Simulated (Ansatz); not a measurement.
# What a change of settings does to a run on Sb

The cell is COD entry 1539203, as deposited and not checked against the literature; nothing was relaxed. The listed cell was then made from it by scaling, straining or moving an atom.

First run: DFT, PBE, all-electron PAW with datasets made for the crystal, scalar-relativistic (Ansatz 0.2.0).

Command: `ansatz run input.yaml --threads 1 --pin off --max-ram 2048MiB --backend cpu --events-out ev --progress --plain --runs-dir out` The run took 4 s on 1 thread of Intel(R) Xeon(R) Platinum 8488C (Sapphire Rapids), with other jobs on the host, peak memory 0.45 GiB.

```yaml
crystal:
  lattice:
    - [3.4032041041, 0.0, 0.0]
    - [-1.7016020521, 2.9472612084, 0.0]
    - [0.0, 0.0, 5.2234]
  atoms:
    - { symbol: Sb, position: [0.3333333333, 0.6666666667, 0.25] }
    - { symbol: Sb, position: [0.6666666667, 0.3333333333, 0.75] }
kpoints:
  mp_grid: { grid: [12, 12, 7] }
scf:
  occupations: { method: fermi_dirac, width: 0.05 }
hamiltonian:
  xc: pbe
  pseudopotentials: { kind: all_electron, datasets: crystal }
output:
  forces: true
  stress: true
  eigenvalues: true
  efg: { contact_densities: true }
```

Result: converged; pressure 3.07 GPa; no gap on the k mesh; 6 SCF iterations.

Spin–orbit coupling is left out, though it moves levels of the heavy atoms by tenths of an eV or more.

A second run of a changed input logged this at its end:

```
Error: YAML parse error: error: line 21 column 3: unknown field `ef`, expected one of write_density, write_potential, write_potential_components, volumetric_format, write_bands, fatbands, populations, hubbard, elf, band_densities, bader, dos, optics, efg, charged_corrections, wannier, polarization, topological_invariants, transmission, current_voltage, crpa, pair_interaction, rpa_energy, embedding, core_levels, xc_energy_on_converged_density, boltztrap, local_orbitals, orbitals, eigenstates, states_by_energy, atomic_orbital_hamiltonian, active_space, given_orbital_levels, support_matrices, forces, stress, cutoff_correction, eigenvalues, band_residual_tolerance, publish_guard_bands
  --> <input>:21:3
   |
19 |   stress: true
20 |   eigenvalues: true
21 |   ef: { contact_densities: true }
   |   ^ unknown field `ef`, expected one of write_density, write_potential, write_potential_components, volumetric_format, write_bands, fatbands, populations, hubbard, elf, band_densities, bader, dos, optics, efg, charged_corrections, wannier, polarization, topological_invariants, transmission, current_voltage, crpa, pair_interaction, rpa_energy, embedding, core_levels, xc_energy_on_converged_density, boltztrap, local_orbitals, orbitals, eigenstates, states_by_energy, atomic_orbital_hamiltonian, active_space, given_orbital_levels, support_matrices, forces, stress, cutoff_correction, eigenvalues, band_residual_tolerance, publish_guard_bands
```

Problem. What was wrong with the input?

Solution. A misspelt key, by this change (others could give a like log):
```diff
@@ -11,4 +11,5 @@
 scf:
   occupations: { method: fermi_dirac, width: 0.05 }
+  max_iter: 75
 hamiltonian:
   xc: pbe
@@ -18,4 +19,4 @@
   stress: true
   eigenvalues: true
-  efg: { contact_densities: true }
+  ef: { contact_densities: true }
```
